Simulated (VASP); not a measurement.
# KZnF3: from the relaxed cell to its vibrations

What lattice, stiffness and vibrations does KZnF3 have at one level of theory? The starting structure is a measured crystal structure from the Crystallography Open Database. All runs use LDA.

Method: Kohn-Sham DFT with plane waves and PAW; LDA, in VASP 6.6.1.

**1. The structure**

It takes space group Pm-3m (No. 221, cubic). The conventional cell has a = 4.050 Å, b = 4.050 Å, c = 4.050 Å, α = 90.00°, β = 90.00°, γ = 90.00°. Zn has 6 F at 2.02 Å nearest. K has 12 F at 2.86 Å nearest. Nearest to F lie 2 Zn at 2.02 Å and 4 K at 2.86 Å. Farther neighbours and most contacts between anions are not listed.

Structure file:

```xyz
5
Lattice="4.0500 0.0000 0.0000 0.0000 4.0500 0.0000 0.0000 0.0000 4.0500" Properties=species:S:1:pos:R:3 pbc="T T T"
Zn    2.0250    2.0250    2.0250
K     0.0000    0.0000    0.0000
F     2.0250    0.0000    2.0250
F     0.0000    2.0250    2.0250
F     2.0250    2.0250    0.0000
```

**2. Relaxation**

This run starts from the cell of an earlier relaxation, which isn't shown; the restart sets up the plane waves anew.

Input file INCAR:

```
SYSTEM = KZnF3
PREC = Accurate
ENCUT = 560
EDIFF = 1E-07
NELM = 100
ISMEAR = 0
SIGMA = 0.03
LREAL = .FALSE.
ALGO = Normal
GGA = CA
NBANDS = 27
LORBIT = 11
LWAVE = .FALSE.
LCHARG = .FALSE.
KPAR = 8
IBRION = 2
NSW = 50
ISIF = 3
EDIFFG = -0.002
```

Input file POSCAR:

```
KZnF3
1.0
    3.9814657950      0.0000000000      0.0000000000
    0.0000000000      3.9814657950      0.0000000000
    0.0000000000      0.0000000000      3.9814657950
Zn K F
1 1 3
Direct
    0.5000000000      0.5000000000      0.5000000000
    0.0000000000      0.0000000000      0.0000000000
    0.5000000000      0.0000000000      0.5000000000
    0.0000000000      0.5000000000      0.5000000000
    0.5000000000      0.5000000000      0.0000000000
```

Input file KPOINTS:

```
Automatic mesh
0
Gamma
6 6 6
0 0 0
```

The projector-augmented-wave data sets are Zn, K_sv and F (LDA family, release 64).

Launch:

```console
mpirun -np 8 vasp_std
```

Log:

```text
[banner, memory and clock lines left out]
running    8 mpi-ranks, on    1 nodes
 distrk:  each k-point on    1 cores,    8 groups
 distr:  one band on    1 cores,    1 groups

 POSCAR found type information on POSCAR ZnK F
 POSCAR found :  3 types and       5 ions
|                                                                             |
|           W    W    AA    RRRRR   N    N  II  N    N   GGGG   !!!           |
|           W    W   A  A   R    R  NN   N  II  NN   N  G    G  !!!           |
|           W    W  A    A  R    R  N N  N  II  N N  N  G       !!!           |
|           W WW W  AAAAAA  RRRRR   N  N N  II  N  N N  G  GGG   !            |
|           WW  WW  A    A  R   R   N   NN  II  N   NN  G    G                |
|           W    W  A    A  R    R  N    N  II  N    N   GGGG   !!!           |
|                                                                             |
|     For optimal performance we recommend to set                             |
|       NCORE = 2 up to number-of-cores-per-socket                            |
|     NCORE specifies how many cores store one orbital (NPAR=cpu/NCORE).      |
|     This setting can greatly improve the performance of VASP for DFT.       |
|     The default, NCORE=1 might be grossly inefficient on modern             |
|     multi-core architectures or massively parallel machines. Do your        |
|     Unfortunately you need to use the default for GW and RPA                |
|     calculations (for HF NCORE is supported but not extensively tested      |
|     yet).                                                                   |
|                                                                             |

 LDA part: xc-table for (Slater(with rela. corr.)+CA(PZ))
 , standard interpolation
 POSCAR, INCAR and KPOINTS ok, starting setup
 FFT: planning ... GRIDC
 FFT: planning ... GRID_SOFT
 FFT: planning ... GRID
 WAVECAR not read
 entering main loop
       N       E                     dE             d eps       ncg     rms          rms(c)
DAV:   1     0.477999595658E+03    0.47800E+03   -0.23529E+04  1080   0.202E+03
DAV:   2     0.166492867460E+02   -0.46135E+03   -0.44536E+03  1216   0.509E+02
DAV:   3    -0.240592163354E+02   -0.40709E+02   -0.40451E+02  1318   0.157E+02
DAV:   4    -0.251122970798E+02   -0.10531E+01   -0.10502E+01  1712   0.235E+01
DAV:   5    -0.251273637828E+02   -0.15067E-01   -0.15052E-01  1426   0.223E+00    0.120E+01
DAV:   6    -0.231297562198E+02    0.19976E+01   -0.63322E+00  1613   0.368E+01    0.787E+00
DAV:   7    -0.231530970060E+02   -0.23341E-01   -0.12647E+00  1196   0.745E+00    0.496E+00
DAV:   8    -0.231443826585E+02    0.87143E-02   -0.50155E-01  1533   0.133E+01    0.159E+00
DAV:   9    -0.231128873874E+02    0.31495E-01   -0.74925E-02  1618   0.766E+00    0.649E-01
DAV:  10    -0.231079566064E+02    0.49308E-02   -0.68567E-02  1599   0.613E+00    0.207E-01
DAV:  11    -0.231081153916E+02   -0.15879E-03   -0.93674E-03  1199   0.885E-01    0.122E-01
DAV:  12    -0.231080923746E+02    0.23017E-04   -0.56134E-04  1402   0.232E-01    0.904E-02
DAV:  13    -0.231079557562E+02    0.13662E-03   -0.56590E-04  1615   0.804E-01    0.140E-02
DAV:  14    -0.231079652429E+02   -0.94867E-05   -0.14234E-04  1205   0.893E-02    0.120E-02
DAV:  15    -0.231079633837E+02    0.18591E-05   -0.93931E-06  1573   0.760E-02    0.609E-03
DAV:  16    -0.231079631232E+02    0.26051E-06   -0.19958E-06  1248   0.145E-02    0.303E-03
DAV:  17    -0.231079630430E+02    0.80213E-07   -0.12211E-07   790   0.920E-03
   1 F= -.23107963E+02 E0= -.23107963E+02  d E =-.231080E+02
[...]
2 F= -.23107958E+02 E0= -.23107958E+02  d E =0.471369E-05
[...]
3 F= -.23107962E+02 E0= -.23107962E+02  d E =0.122602E-05
 curvature:  -0.23 expect dE=-0.970E-06 dE for cont linesearch -0.970E-06
 ZBRENT: interpolating
 opt :   0.2578  next Energy=   -23.107962 (dE= 0.678E-06)
 bond charge predicted
       N       E                     dE             d eps       ncg     rms          rms(c)
DAV:   1    -0.231079660530E+02   -0.42035E-05   -0.64391E-05  1242   0.101E-01    0.144E-02
DAV:   2    -0.231079628465E+02    0.32066E-05   -0.12798E-05  1232   0.372E-02    0.403E-03
DAV:   3    -0.231079625788E+02    0.26762E-06   -0.39971E-07  1284   0.175E-02    0.245E-03
DAV:   4    -0.231079625198E+02    0.59063E-07   -0.20096E-07  1239   0.527E-03
   4 F= -.23107963E+02 E0= -.23107963E+02  d E =0.523240E-06
 curvature:  -0.13 expect dE=-0.363E-07 dE for cont linesearch -0.363E-07
 trial: gam= 0.00000 g(F)=  0.189E-65 g(S)=  0.282E-06 ort =-0.142E-05 (trialstep = 0.852E+00)
 search vector abs. value=  0.282E-06
 reached required accuracy - stopping structural energy minimisation
```

It took 20 s on 8 MPI ranks of Intel Xeon Platinum 8488C (Sapphire Rapids), shared host; peak memory 1.6 GiB; 2.6 min of CPU time.

The logs omit lines about the potential files and the build; timing stands in the text.

OUTCAR, selected parts (step 2):

```text
ion  position               nearest neighbor table
   1  0.500  0.500  0.500-   3 1.99   4 1.99   5 1.99   5 1.99   3 1.99   4 1.99
   2  0.000  0.000  0.000-   3 2.82   4 2.82   5 2.82   3 2.82   4 2.82   4 2.82   5 2.82   4 2.82
                             3 2.82   5 2.82   3 2.82   5 2.82
   3  0.500  0.000  0.500-   1 1.99   1 1.99   2 2.82   2 2.82   2 2.82   2 2.82
   4  0.000  0.500  0.500-   1 1.99   1 1.99   2 2.82   2 2.82   2 2.82   2 2.82
   5  0.500  0.500  0.000-   1 1.99   1 1.99   2 2.82   2 2.82   2 2.82   2 2.82

  LATTYP: Found a simple cubic cell.
 ALAT       =     3.9814657950

 Subroutine GETGRP returns: Found 48 space group operations
 (whereof 48 operations were pure point group operations)

The static configuration has the point symmetry O_h .

 Found     20 irreducible k-points:

   k-points           NKPTS =     20   k-points in BZ     NKDIM =     20   number of bands    NBANDS=     27

   dimension x,y,z NGX =    32 NGY =   32 NGZ =   32
   dimension x,y,z NGXF=    64 NGYF=   64 NGZF=   64

   ENCUT  =  560.0 eV  41.16 Ry    6.42 a.u.   7.68  7.68  7.68*2*pi/ulx,y,z

   NELECT =      42.0000    total number of electrons

 k-points in reciprocal lattice and weights: Automatic mesh
   0.00000000  0.00000000  0.00000000       0.005
   0.16666667  0.00000000  0.00000000       0.028
   0.33333333  0.00000000  0.00000000       0.028
   0.50000000  0.00000000  0.00000000       0.014
   0.16666667  0.16666667  0.00000000       0.056
   0.33333333  0.16666667  0.00000000       0.111
   0.50000000  0.16666667  0.00000000       0.056
   0.33333333  0.33333333  0.00000000       0.056
   0.50000000  0.33333333  0.00000000       0.056
[...]
0.50000000  0.50000000  0.33333333       0.028
   0.50000000  0.50000000  0.50000000       0.005

 average (electrostatic) potential at core
       1 -37.6566       2 -34.2788       3 -77.9920       4 -77.9920       5 -77.9920

 E-fermi :  -0.4207

 k-point     1 :       0.0000    0.0000    0.0000
  band No.  band energies     occupation
    ...
     17      -3.0111      2.00000
     18      -3.0111      2.00000
     19      -2.7580      2.00000
     20      -2.7580      2.00000
     21      -2.7580      2.00000
     22       3.0773      0.00000
     23       7.5841      0.00000
     24       7.5841      0.00000
     25       8.5281      0.00000
     26      10.1273      0.00000
    ...

 k-point     2 :       0.1667    0.0000    0.0000
  band No.  band energies     occupation
    ...
     17      -2.9622      2.00000
     18      -2.9622      2.00000
     19      -2.7260      2.00000
     20      -2.7260      2.00000
     21      -2.6996      2.00000
     22       3.6407      0.00000
     23       7.8336      0.00000
     24       7.8366      0.00000
     25       8.8174      0.00000
     26      10.1681      0.00000
    ...

 k-point     3 :       0.3333    0.0000    0.0000
  band No.  band energies     occupation
    ...
     17      -2.9562      2.00000
     18      -2.9562      2.00000
     19      -2.6041      2.00000
     20      -2.6041      2.00000
     21      -2.4411      2.00000
     22       4.9739      0.00000
     23       7.8964      0.00000
     24       8.3612      0.00000
     25       9.9120      0.00000
     26      10.2371      0.00000
    ...

  Total       -0.0031190     -0.0031190     -0.0031190      0.0000000      0.0000000      0.0000000
  in kB       -0.0791677     -0.0791677     -0.0791677      0.0000000      0.0000000      0.0000000
  external PRESSURE =      -0.0791677 kB  Pullay stress =       0.0000000 kB

  energy-cutoff  :      560.00
  volume of cell :       63.12
      direct lattice vectors                 reciprocal lattice vectors
     3.981621781 -0.000000000 -0.000000000     0.251153941  0.000000000 -0.000000000
    -0.000000000  3.981621781 -0.000000000     0.000000000  0.251153941 -0.000000000
     0.000000000  0.000000000  3.981621781     0.000000000  0.000000000  0.251153941

 POSITION                                       TOTAL-FORCE (eV/Angst)
 -----------------------------------------------------------------------------------
      1.99081      1.99081      1.99081         0.000000      0.000000      0.000000
      0.00000      0.00000      0.00000        -0.000000     -0.000000      0.000000
      1.99081     -0.00000      1.99081        -0.000000      0.000000      0.000000
      0.00000      1.99081      1.99081         0.000000      0.000000      0.000000
      1.99081      1.99081     -0.00000        -0.000000     -0.000000      0.000000
 -----------------------------------------------------------------------------------
    total drift:                                0.000000     -0.000000     -0.000000

  FREE ENERGIE OF THE ION-ELECTRON SYSTEM (eV)
  ---------------------------------------------------
  free  energy   TOTEN  =       -23.1079625198 eV

  energy  without entropy=      -23.1079625198  energy(sigma->0) =      -23.10796252

 reached required accuracy - stopping structural energy minimisation

 total charge
# of ion       s       p       d       tot
------------------------------------------
    1        0.369   0.427   9.979  10.775
    2        1.953   5.569   0.028   7.550
    3        1.722   4.351   0.000   6.073
    4        1.722   4.351   0.000   6.073
    5        1.722   4.351   0.000   6.073
--------------------------------------------------
tot          7.488  19.049  10.007  36.544

[... 3 further parts left out ...]
```

CONTCAR:

```
KZnF3
   1.00000000000000
     3.9816217813373647   -0.0000000000000000   -0.0000000000000000
    -0.0000000000000000    3.9816217813373647   -0.0000000000000000
     0.0000000000000000    0.0000000000000000    3.9816217813373647
  Zn              K               F
     1     1     3
Direct
     0.5000000000000000    0.5000000000000000    0.5000000000000000
     0.0000000000000000    0.0000000000000000    0.0000000000000000
     0.5000000000000000    0.0000000000000000    0.5000000000000000
     0.0000000000000000    0.5000000000000000    0.5000000000000000
     0.5000000000000000    0.5000000000000000    0.0000000000000000
```

The run keeps the 48 symmetry operations of its start, so it cannot find a distortion of lower symmetry.

The relaxed cell holds 12.624 Å³ an atom, with a = 3.982 Å (-1.7 % against the database cell). Pressures at 0.985 and 1.015 times this volume, from two more relaxations that aren't shown, give a bulk modulus of 94.8 GPa.

**3. Elastic constants**

Input file INCAR:

```
SYSTEM = KZnF3
PREC = Accurate
ENCUT = 800
EDIFF = 1E-08
NELM = 100
ISMEAR = 0
SIGMA = 0.03
LREAL = .FALSE.
ALGO = Normal
GGA = CA
NBANDS = 27
LORBIT = 11
LWAVE = .FALSE.
LCHARG = .FALSE.
KPAR = 8
IBRION = 6
NFREE = 2
POTIM = 0.015
ISIF = 3
NSW = 1
```

Changes to POSCAR since step 2:

```diff
@@ -2,5 +2,5 @@
 1.0
-    3.9814657950      0.0000000000      0.0000000000
-    0.0000000000      3.9814657950      0.0000000000
-    0.0000000000      0.0000000000      3.9814657950
+    3.9816217813      0.0000000000      0.0000000000
+    0.0000000000      3.9816217813      0.0000000000
+    0.0000000000      0.0000000000      3.9816217813
 Zn K F
```

KPOINTS is that of step 2.

Launch:

```console
mpirun -np 8 vasp_std
```

Log:

```text
[banner, memory and clock lines left out]
running    8 mpi-ranks, on    1 nodes
[...]
[... a notice as in an earlier step ...]

 LDA part: xc-table for (Slater(with rela. corr.)+CA(PZ))
 , standard interpolation
 POSCAR, INCAR and KPOINTS ok, starting setup
[...]
entering main loop
       N       E                     dE             d eps       ncg     rms          rms(c)
DAV:   1     0.554407147367E+03    0.55441E+03   -0.28885E+04  1080   0.256E+03
DAV:   2     0.308442763758E+02   -0.52356E+03   -0.50315E+03  1200   0.578E+02
DAV:   3    -0.232891483889E+02   -0.54133E+02   -0.53681E+02  1230   0.185E+02
DAV:   4    -0.251038074948E+02   -0.18147E+01   -0.18056E+01  1637   0.314E+01
[...]
DAV:  17    -0.231236227825E+02    0.12250E-06   -0.24989E-07  1343   0.368E-03    0.146E-03
DAV:  18    -0.231236227504E+02    0.32053E-07   -0.10511E-07  1537   0.331E-03    0.312E-04
DAV:  19    -0.231236227500E+02    0.40473E-09   -0.79106E-09   718   0.118E-03
   1 F= -.23123623E+02 E0= -.23123623E+02  d E =-.582253E-30
[...]
2 F= -.23116835E+02 E0= -.23116835E+02  d E =-.216171E-24
   3 F= -.23115480E+02 E0= -.23115480E+02  d E =-.780354E-12
   4 F= -.23116835E+02 E0= -.23116835E+02  d E =-.213632E-24
   5 F= -.23115480E+02 E0= -.23115480E+02  d E =-.781834E-12
   6 F= -.23116835E+02 E0= -.23116835E+02  d E =-.227308E-24
   7 F= -.23115480E+02 E0= -.23115480E+02  d E =-.783082E-12
   8 F= -.23122045E+02 E0= -.23122045E+02  d E =-.812100E-30
   9 F= -.23122045E+02 E0= -.23122045E+02  d E =-.818396E-30
  10 F= -.23122045E+02 E0= -.23122045E+02  d E =-.505622E-30
  11 F= -.23122045E+02 E0= -.23122045E+02  d E =-.510157E-30
  12 F= -.23122045E+02 E0= -.23122045E+02  d E =-.402890E-30
  13 F= -.23122045E+02 E0= -.23122045E+02  d E =-.406434E-30
  14 F= -.23122561E+02 E0= -.23122561E+02  d E =-.528602E-30
  15 F= -.23122561E+02 E0= -.23122561E+02  d E =-.524867E-30
  16 F= -.23123418E+02 E0= -.23123418E+02  d E =-.545004E-30
  17 F= -.23123418E+02 E0= -.23123418E+02  d E =-.547577E-30
  18 F= -.23123417E+02 E0= -.23123417E+02  d E =-.498539E-30
  19 F= -.23123417E+02 E0= -.23123417E+02  d E =-.495634E-30
  20 F= -.23122179E+02 E0= -.23122179E+02  d E =-.793554E-30
  21 F= -.23122179E+02 E0= -.23122179E+02  d E =-.783845E-30
 Finite differences progress:
  Degree of freedom:  10/ 10
  Displacement:        2/  2
  Total:              20/ 20
```

The job ended after 8.5 min (8 MPI ranks; peak memory 4.6 GiB).

From OUTCAR (step 3):

```text
  Total        0.0205254      0.0337468      0.0205254      0.0000000     -0.0000000      0.0000000
  in kB        0.5209812      0.8565715      0.5209812      0.0000000     -0.0000000      0.0000000
  external PRESSURE =       0.6328447 kB  Pullay stress =       0.0000000 kB

 POSITION                                       TOTAL-FORCE (eV/Angst)
 -----------------------------------------------------------------------------------
      1.99081      1.99081      1.99081         0.000000     -0.128179      0.000000
      0.00000      0.00000      0.00000        -0.000000     -0.003899      0.000000
      1.99081     -0.01500      1.99081         0.000000      0.192363     -0.000000
      0.00000      1.99081      1.99081         0.000000     -0.030142      0.000000
      1.99081      1.99081      0.00000        -0.000000     -0.030142      0.000000
 -----------------------------------------------------------------------------------
    total drift:                               -0.000002      0.000442      0.000002

  FREE ENERGIE OF THE ION-ELECTRON SYSTEM (eV)
  ---------------------------------------------------
  free  energy   TOTEN  =       -23.1221793395 eV

  energy  without entropy=      -23.1221793395  energy(sigma->0) =      -23.12217934

[... 1 part as in an earlier step ...]

[... 2 further parts left out ...]
[key lines of the parts left out:]
E-fermi :  -0.4224
```

The last energy, forces and stress in OUTCAR belong to the last displaced cell, not to that of POSCAR.

The elastic tensor has C11 = 168.5, C12 = 62.1, C44 = 35.6 GPa; its Hill averages are a bulk modulus of 97.5 and a shear modulus of 41.9 GPa.

(Part 1 of 2 ends here.)

[Lines on the potential files, build, host, timing and source positions are cut from VASP's logs without a mark.]

[Logs are printed without paths, hosts, clocks, repeated set-up lines and the standing remarks that a program may print on its own settings, such as how far it seeks lower states.]

[Hosts, paths, dates, database ids (printed as entryN), source tags and the programs' standing remarks are cut or masked in the printed files.]
